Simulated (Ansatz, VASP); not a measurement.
# Two plane-wave programs on AlN

File INCAR:

```
SYSTEM = AlN
PREC = Accurate
ENCUT = 520
EDIFF = 1E-6
ISMEAR = 0
SIGMA = 0.05
LREAL = .FALSE.
LASPH = .TRUE.
NELM = 60
ALGO = Normal
ISIF = 2
LWAVE = .FALSE.
LCHARG = .TRUE.
GGA = PS
LELF = .TRUE.
LVHAR = .TRUE.
NBANDS = 26
```

The input KPOINTS:

```
Automatic mesh
0
G
  8 8 3
  0 0 0
```

Contents of POSCAR:

```
AlN
1.0
   -3.1135599822      0.0000000000      0.0000000000
   -1.5567799911     -2.6964220408      0.0000000000
   -0.6486583296     -1.1235091837      9.9667009506
Al N
4 4
Direct
    0.3333333333     -0.0435437744      0.9045050585
    0.3333333333      0.1647895590      0.4045050585
    0.6666666667      0.6022895590      0.1545050585
    0.6666666667      0.3939562256      0.6545050585
    0.3333333333      0.2935437744      0.0954949415
    0.3333333333      0.0852104410      0.5954949415
    0.6666666667      0.5227104410      0.3454949415
    0.6666666667      0.3143771077      0.8454949415
```

Input for Ansatz:

```yaml
crystal:
  lattice:
    - [-3.1135599822, 0.0, 0.0]
    - [-1.5567799911, -2.6964220408, 0.0]
    - [-0.6486583296, -1.1235091837, 9.9667009506]
  atoms:
    - { symbol: Al, position: [0.3333333333, -0.0435437744, 0.9045050585] }
    - { symbol: Al, position: [0.3333333333, 0.164789559, 0.4045050585] }
    - { symbol: Al, position: [0.6666666667, 0.602289559, 0.1545050585] }
    - { symbol: Al, position: [0.6666666667, 0.3939562256, 0.6545050585] }
    - { symbol: "N", position: [0.3333333333, 0.2935437744, 0.0954949415] }
    - { symbol: "N", position: [0.3333333333, 0.085210441, 0.5954949415] }
    - { symbol: "N", position: [0.6666666667, 0.522710441, 0.3454949415] }
    - { symbol: "N", position: [0.6666666667, 0.3143771077, 0.8454949415] }
basis:
  ecutwfc: 520.0
kpoints:
  mp_grid: { grid: [8, 8, 3] }
hamiltonian:
  xc: pbesol
  pseudopotentials: { kind: paw, azcp: { folder: soft_1 } }
scf:
  occupations: { method: gaussian, width: 0.05 }
output:
  forces: true
  stress: true
  eigenvalues: true
```

Alike in both runs: task single point; functional PBEsol; k mesh 8 × 8 × 3; occupations gaussian, width 0.05 eV; no spin polarisation.

|  | VASP | Ansatz |
| --- | --- | --- |
| version | VASP 6.6.1 | Ansatz 0.2.0 |
| potentials or method | VASP PAW PBE potentials, release 64 (Al, N) | scalar-relativistic, plane waves, PAW |
| plane-wave cutoff (eV) | 520 | 520 |
| valence electrons in the cell | 32 | 32 |

VASP gave:

* gap on the k mesh at the Fermi level (eV): 3.15
* least direct gap on the mesh (eV): 3.15
* pressure (GPa): -1.3
* largest component of the traceless stress (GPa): 6.31
* rms of the force components (eV/Å): 0.417

Q: Which values does Ansatz return?

A: gap on the k mesh at the Fermi level (eV): 3.14; least direct gap on the mesh (eV): 3.14; pressure (GPa): -1.3; largest component of the traceless stress (GPa): 6.34; rms of the force components (eV/Å): 0.417.

Atom by atom the forces differ by 0.002 eV/Å (rms over components). Ansatz warned: «pseudo_functional_mismatch».

Caveats: the PAW data sets were made with another functional, which shifts forces and pressure a little (VASP); an odd mesh through Γ misses points on the zone boundary, where band edges often lie.
